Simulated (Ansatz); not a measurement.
# ZnGa2O4: further runs on the relaxed cell

An exercise on one series of results from a longer session: the logs are not shown, and one member is left open.

Computed with Ansatz 0.2.0 (DFT PBE and PBEsol (the runs whose input is shown use PBEsol), scalar-relativistic, plane waves, PAW).

### Starting point

It takes space group Fd-3m (No. 227, cubic). The conventional cell has a = 8.448 Å, b = 8.448 Å, c = 8.448 Å, α = 90.00°, β = 90.00°, γ = 90.00°. Zn (site symmetry -43m) has 4 O at 2.00 Å as nearest neighbours. Ga (site symmetry -3m) has 6 O at 2.02 Å as nearest neighbours. O (site symmetry 3m) has 1 Zn at 2.00 Å and 3 Ga at 2.02 Å as nearest neighbours.

Structure file:

```cif
data_structure
_symmetry_space_group_name_H-M 'P 1'
_symmetry_Int_Tables_number 1
_cell_length_a 5.9735
_cell_length_b 5.9735
_cell_length_c 5.9735
_cell_angle_alpha 60.000
_cell_angle_beta 60.000
_cell_angle_gamma 60.000
_cell_volume 150.72
loop_
_atom_site_label
_atom_site_type_symbol
_atom_site_fract_x
_atom_site_fract_y
_atom_site_fract_z
_atom_site_occupancy
Zn1 Zn 0.50000 0.50000 0.50000 1
Zn2 Zn 0.75000 0.75000 0.75000 1
Ga1 Ga 0.12500 0.12500 0.62500 1
Ga2 Ga 0.12500 0.62500 0.12500 1
Ga3 Ga 0.62500 0.12500 0.12500 1
Ga4 Ga 0.12500 0.12500 0.12500 1
O1 O 0.88659 0.34024 0.88659 1
O2 O 0.36341 0.36341 0.90976 1
O3 O 0.36341 0.36341 0.36341 1
O4 O 0.90976 0.36341 0.36341 1
O5 O 0.88659 0.88659 0.88659 1
O6 O 0.34024 0.88659 0.88659 1
O7 O 0.36341 0.90976 0.36341 1
O8 O 0.88659 0.88659 0.34024 1
```

It goes back to an entry of the Materials Project.

It is the result of an earlier relaxation at this level (volume 10.77 Å³/atom; gap on the mesh: 2.34 eV).

Set-up of the first run:

input.yaml reads:

```yaml
crystal:
  lattice:
    - [0.0, 4.2239121632, 4.2239121632]
    - [4.2239121632, 0.0, 4.2239121632]
    - [4.2239121632, 4.2239121632, 0.0]
  atoms:
    - { symbol: Zn, position: [0.5, 0.5, 0.5] }
    - { symbol: Zn, position: [0.75, 0.75, 0.75] }
    - { symbol: Ga, position: [0.125, 0.125, 0.625] }
    - { symbol: Ga, position: [0.125, 0.625, 0.125] }
    - { symbol: Ga, position: [0.625, 0.125, 0.125] }
    - { symbol: Ga, position: [0.125, 0.125, 0.125] }
    - { symbol: O, position: [0.8865865326, 0.3402404022, 0.8865865326] }
    - { symbol: O, position: [0.3634134674, 0.3634134674, 0.9097595978] }
    - { symbol: O, position: [0.3634134674, 0.3634134674, 0.3634134674] }
    - { symbol: O, position: [0.9097595978, 0.3634134674, 0.3634134674] }
    - { symbol: O, position: [0.8865865326, 0.8865865326, 0.8865865326] }
    - { symbol: O, position: [0.3402404022, 0.8865865326, 0.8865865326] }
    - { symbol: O, position: [0.3634134674, 0.9097595978, 0.3634134674] }
    - { symbol: O, position: [0.8865865326, 0.8865865326, 0.3402404022] }
basis:
  ecutwfc: 420
kpoints:
  mp_grid: { grid: [6, 6, 6] }
hamiltonian:
  xc: pbesol
scf:
  occupations: { method: gaussian, width: 0.02 }
output:
  forces: true
  stress: true
  eigenvalues: true
  write_density: true
  write_potential: true
  elf: true
  volumetric_format: npy
relax:
  adjacent_minimum: "off"
  f_tol: 0.005
  max_steps: 50
  cell: { stress_tol: 0.05 }
```

Command:

```console
$ ansatz run input.yaml --threads 4 --pin off --max-ram 10240MiB --backend cpu --events-out ev --progress --plain --runs-dir out
```

Among the steps run: Relaxing with PBEsol; Relaxing with PBE+D3(BJ); Relaxing with LDA; The cell under r2SCAN.

One of the session's tables, all rows but one given; the rest of the session is left out.

It belongs to the step «One structure, several functionals». 

| functional | a (Å) | b (Å) | c (Å) | volume (Å³/atom) | gap on the mesh (eV) |
| --- | --- | --- | --- | --- | --- |
| PBE | 5.974 | 5.974 | 5.974 | 10.77 | 2.34 |
| PBEsol | 5.897 | 5.897 | 5.897 | 10.36 | 2.52 |
| PBE+D3(BJ) | ? | ? | ? | ? | ? |
| LDA | 5.831 | 5.831 | 5.831 | 10.02 | 2.78 |
| r2SCAN | 5.889 | 5.889 | 5.889 | 10.31 | 3.25 |

**Question.** Estimate the row for PBE+D3(BJ).

**Answer.** a (Å): 5.936; b (Å): 5.936; c (Å): 5.936; volume (Å³/atom): 10.57; gap on the mesh (eV): 2.47. In the column «a (Å)» it lies between PBEsol (5.897) and PBE (5.974).
